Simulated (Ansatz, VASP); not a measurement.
YN: VASP beside Ansatz

```xyz
2
Lattice="0.0000 2.4863 2.4863 2.4863 0.0000 2.4863 2.4863 2.4863 0.0000" Properties=species:S:1:pos:R:3 pbc="T T T"
Y     0.0000    0.0000    0.0000
N     2.4863    2.4863    2.4863
```

Change from the starting cell: volume scaled by 1.06.

Alike in both runs: task single point; functional PBE; k mesh 9 × 9 × 9; occupations fermi-dirac, width 0.05 eV; no spin polarisation.

|  | VASP | Ansatz |
| --- | --- | --- |
| version | VASP 6.6.1 | Ansatz 0.2.0 |
| potentials or method | VASP PAW PBE potentials, release 64 (Y_sv, N) | Ansatz PAW |
| plane-wave cutoff (eV) | 520 | 420 |
| valence electrons in the cell | 16 | 16 |

|  | VASP | Ansatz | Ansatz less VASP |
| --- | --- | --- | --- |
| gap on the k mesh at the Fermi level (eV) | 0.33 | 0.33 | +0.004 |
| least direct gap on the mesh (eV) | 0.77 | 0.77 | +0.004 |
| pressure (GPa) | -6.0 | -5.9 | +0.13 |

Caveats: an odd mesh through Γ misses points on the zone boundary, where band edges often lie (VASP); odd divisions of the mesh miss points on the zone boundary, where band edges often lie, so the gap on the mesh can be too wide (Ansatz).
